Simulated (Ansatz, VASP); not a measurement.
# Cross-check of C (Diamond) between VASP and Ansatz, part 2 of 2

Aim: how closely do two programs agree when they are given the same cell, functional and k mesh? The cell is taken from a series of runs on this material, whose earlier steps may have relaxed, scaled, displaced or heated it; both programs get it as it stands.

VASP 6.6.1 and Ansatz 0.2.0.

So far: The structure; VASP: dielectric response, r2SCAN.

## 3. Ansatz: dielectric response, r2SCAN

Level of this step: Ansatz beside VASP: Kohn-Sham DFT, plane waves, r2SCAN (Ansatz).

Ansatz runs on its PAW soft_1 files.

The same cell, functional and mesh now go to Ansatz, which takes its cutoff from its data sets.

input.yaml

```yaml
crystal:
  lattice:
    - [0.0, 1.78337, 1.78337]
    - [1.78337, 0.0, 1.78337]
    - [1.78337, 1.78337, 0.0]
  atoms:
    - { symbol: C, position: [0.0, 0.0, 0.0] }
    - { symbol: C, position: [0.25, 0.25, 0.25] }
kpoints:
  mp_grid: { grid: [11, 11, 11] }
scf:
  occupations: { method: fixed }
hamiltonian:
  xc: r2scan
  pseudopotentials: { kind: paw, azcp: { folder: soft_1 } }
dielectric: {}
```

Run with:

```bash
$ ansatz run input.yaml --threads 4 --pin off --max-ram 8192MiB --backend cpu --events-out ev --progress --plain --runs-dir out
```

Numbers of over 12 decimals in the logs are rounded to 6 here.

Log:

```text
Engine: ansatz 0.2.0, aarch64-unknown-linux-gnu
Pseudopotentials: kind: paw
Pseudopotential: C, paw, valence charge 4, recommended cutoff 500 eV (meta_gga), soft_1/C.paw.azcp
Functional definition: r2SCAN
  parameter k0 = 0.174
  parameter k1 = 0.065
  parameter a1 = 4.9479
  exchange = r2scan_x(k0 = k0, k1 = k1, a1 = a1)
  correlation = r2scan_c
Crystal: 2 atoms, lattice volume = 11.344 Å³
Basis set: ecut = 500 eV, 283 PW (Γ), exchange–correlation on 80×80×80 points (64 copies of the dense FFT grid, shifted against one another)
Bands: 8, of which v1, the nominal top of the filled ones, is band 4 counted from 1 (3 counted from 0)
Symmetry: 48 space group operations
k-points: 126 of 1331 (irreducible under 8 space group operations, time reversal used)
Non-local potential: C, projectors of the file, l = 0: 2, l = 1: 2, l = 2: 1
PAW form: soft (Blöchl's): semilocal exchange-correlation on the pseudo side does not see the compensation charge
PAW frozen core: C, regenerated for the run's functional (the file was generated under x = pbe(κ = 0.804, μ = 0.219515), c = pbe(β = 0.066725))
PAW one-centre angular grid: C, 302 points (default); XC on 219 of its mesh's 2255 points in the sphere
Initial density: superposition of atomic densities (chi_scale 0.1, normalization cell)
Initial wavefunctions: pseudopotential atomic-orbital guess
Functional: x = r2scan, c = r2scan; τ floored in thin density (d = 2e-4 eV/Å³)
SCF iter   1: F=—  HF=-503.331341 eV  |F-HF|=—  |Δ(HF+E_count)|=         —  Δρ=1.36e-1  dr2=1.43e0  dr2_τ=4.70e-1  ethr=3.10e-3  ⟨swp⟩=3.9  Hψ=5910  notcnv=0  defer=193
preconditioner: auto → none  [insulator: Δε(μ)=4.805 eV  Ē_g=20.791 eV  n_scr=0 (ndim 8)  ℏωp=31.2 eV  f_vac=0.000  ε∞_Penn≈3.2]
SCF iter   2: F=—  HF=-503.106370 eV  |F-HF|=—  |Δ(HF+E_count)|=   2.25e-1  Δρ=5.84e-2  dr2=2.31e-1  dr2_τ=6.35e-3  ethr=3.10e-3  ⟨swp⟩=2.6  Hψ=2795  notcnv=0  defer=187
SCF iter   3: F=—  HF=-503.105787 eV  |F-HF|=—  |Δ(HF+E_count)|=   5.83e-4  Δρ=5.92e-3  dr2=1.33e-3  dr2_τ=1.83e-4  ethr=2.89e-3  ⟨swp⟩=3.0  Hψ=1806  notcnv=0  defer=213
SCF iter   4: F=—  HF=-503.106493 eV  |F-HF|=—  |Δ(HF+E_count)|=   7.06e-4  Δρ=5.98e-4  dr2=2.53e-5  dr2_τ=2.14e-6  ethr=1.66e-5  ⟨swp⟩=3.1  Hψ=1783  notcnv=0  defer=247
SCF iter   5: F=—  HF=-503.106487 eV  |F-HF|=—  |Δ(HF+E_count)|=   6.38e-6  Δρ=1.70e-5  dr2=6.52e-9  dr2_τ=3.19e-9  ethr=3.17e-7  ⟨swp⟩=2.2  Hψ=1532  notcnv=0  defer=156
SCF iter   6: F=—  HF=-503.106488 eV  |F-HF|=—  |Δ(HF+E_count)|=   1.24e-6  Δρ=1.58e-6  dr2=8.60e-11  dr2_τ=1.02e-11  ethr=1.25e-12  ⟨swp⟩=4.9  Hψ=4932  notcnv=0
SCF iter   7: F=-503.106488 eV  HF=-503.106488 eV  |F-HF|=1.76e-12  |Δ(HF+E_count)|=  9.12e-11  Δρ=2.14e-7  dr2=1.48e-12  dr2_τ=3.83e-13  ethr=1.08e-12  ⟨swp⟩=1.0  Hψ=2916  notcnv=0
SCF 1 converged in 7 iterations: F = -503.106488 eV  dr2 = 1.48e-12
  greatest PAW one-centre occupation: 0.659 electrons in one spin orbital (limit 2), on the C atom at site 1 (counted from 0), in its partial waves of l = 0
NSCF: frozen V_eff on 5 k-points
DFPT response loops at Γ: preconditioner auto → none (the input reference at scf.mixing.eps_inf says where Resta's filter doesn't serve); β = 0.50; Broyden in place of MSR1
── the response to a field inside a basis, on 12×12×12 k-points: an SCF that follows is theirs, and a resumed run solves both again ──
Bands: 5, of which v1, the nominal top of the filled ones, is band 4 counted from 1 (3 counted from 0)
k-points: 182 of 1728 (irreducible under 12 space group operations)
Initial density: handed on by an earlier stage of this run
Initial wavefunctions: pseudopotential atomic-orbital guess (no wavefunctions were taken with the density)
Eigensolver: Dense (182 Hₖ)
SCF iter   1: F=—  HF=-503.106836 eV  |F-HF|=—  |Δ(HF+E_count)|=         —  Δρ=1.22e-4  dr2=2.11e-7  dr2_τ=3.59e-7  ethr=1.00e-1
preconditioner: auto → none  [insulator: Δε(μ)=4.585 eV  Ē_g=16.899 eV  n_scr=0 (ndim 8)  ℏωp=31.2 eV  f_vac=0.000  ε∞_Penn≈4.4]
SCF iter   2: F=-503.106837 eV  HF=-503.106837 eV  |F-HF|=2.36e-7  |Δ(HF+E_count)|=   8.47e-7  Δρ=6.28e-5  dr2=5.38e-8  dr2_τ=3.89e-8  ethr=2.64e-9
SCF 1 converged in 2 iterations: F = -503.106837 eV  dr2 = 5.38e-8
DFPT response loops at Γ: mixed as the last ones told, above
SCF converged after 7 iterations
Free energy (F): -503.106488 eV
Harris-Foulkes:  -503.106488 eV  (|F-HF|=1.76e-12)
Internal energy: -503.106488 eV  (E = F + TS)
E sigma→0 (E₀):  -503.106488 eV
Fermi energy:    13.319126 eV
--- Per-component energies (eV) ---
  E_band       = 30.482099
  E_kinetic    = 179.627506
  E_local      = -109.432633  (includes V_loc(G=0)·N_el)
  E_nonlocal   = 45.101005
  E_hartree    = 26.392742
  E_xc         = -93.874889
  E_vxc        = -129.055041  (∫ρ·V_xc dr)
  E_paw        = -202.909314  (= ΣΔE_a)
  E_vpaw       = -15.323840  (= ΣTr[D̂ρ^β])
  E_aug_tail   = 0.000007  (compensation charges beyond the density's cutoff)
  E_vtau       = 6.779619  (kinetic-family band-sum trace: ∫τ·v_τ [+ j·A + Jᵃ·Aᵃ] dr)
  E_ewald      = -347.961363
  E_core_change = -0.049548  (= ΣΔE_core)
  E_smearing   = -0.000000  (= −TS)
  E_closure    = 0.000000  (closes the sum)
  Σ components = -503.106488   (vs F -503.106488, Δ=0.00e0)
--- Band table (eV; the first three rows and the last of 126) ---
  k-point 0: bands = ["-9.3610", "13.3191", "13.3191", "13.3191", "19.1970", "19.1970", "19.1970", "27.0469"]
  k-point 1: bands = ["-9.1221", "11.7961", "12.9182", "12.9182", "19.7234", "19.7234", "20.0630", "27.2955"]
  k-point 2: bands = ["-8.4092", "8.7838", "12.0872", "12.0872", "20.8081", "20.8081", "21.2371", "28.0029"]
  k-point 125: bands = ["-0.2107", "1.0538", "4.0138", "5.6410", "22.9780", "25.3017", "26.5553", "26.9740"]
--- Dielectric response (ions clamped): 3 representative field directions + reference, inside a basis on a mesh of 1728 k-points (Σ response iterations 15) ---
  ε∞ (high-frequency dielectric tensor):
        5.789010     0.000000     0.000000
        0.000000     5.789010     0.000000
        0.000000     0.000000     5.789010
  Born effective charges Z* (e; rows j = field, columns β = displacement):
    site 0:
        -0.00000   -0.00000    0.00000
        -0.00000    0.00000    0.00000
        -0.00000   -0.00000    0.00000
    site 1:
         0.00000    0.00000   -0.00000
         0.00000    0.00000   -0.00000
         0.00000    0.00000    0.00000
  Z* charge neutrality: 3.192e-4 e pre-enforcement
  solved inside a basis spanned on kpoints, on 12×12×12 k-points, its susceptibility summed on 16×16×16: ε∞ is read to err by 1.5e-2, Z* by 4.2e-3 e (field_mesh: kpoints solves on kpoints)
```

Reading the cycles: dr2 is the Hartree energy of the density residual (eV), the measure of convergence; HF is the Harris–Foulkes estimate of the energy, which meets the free energy F at convergence.

## 4. Comparison

Known differences besides the potentials themselves: VASP keeps PBE cores, Ansatz makes them for the functional; fixed occupations in Ansatz, narrow Gaussian smearing in VASP; VASP's response is taken on the typed mesh, Ansatz refines its own for the field response alone; the cutoff is 500 eV in Ansatz and 580 eV in VASP; VASP takes ε∞ from a finite field, Ansatz from linear response. Total energies have different zeros and are not compared.

Both answers:

| quantity | Ansatz | VASP | difference |
| --- | --- | --- | --- |
| ε∞ xx | 5.79 | 5.81 | -0.28 % |
| ε∞ yy | 5.79 | 5.81 | -0.28 % |
| ε∞ zz | 5.79 | 5.81 | -0.28 % |

## 5. Results

```yaml
difference_in_eps_infinity_xx_dielectric_response_r2scan: -0.28 %
```

The difference in ε∞ xx is -0.28 % (dielectric response, r2SCAN), within the 5 % picked in this series as the mark of a large difference. Such differences can come from data sets, numerical settings and the points named under the comparisons, not from the functional's error against experiment.

[Lines on the potential files, build, host, timing and source positions are cut from VASP's logs without a mark.]

[Logs are printed without paths, hosts, clocks, repeated set-up lines and the standing remarks that a program may print on its own settings, such as how far it seeks lower states.]

[Hosts, paths, dates, database ids (printed as entryN), source tags and the programs' standing remarks are cut or masked in the printed files.]
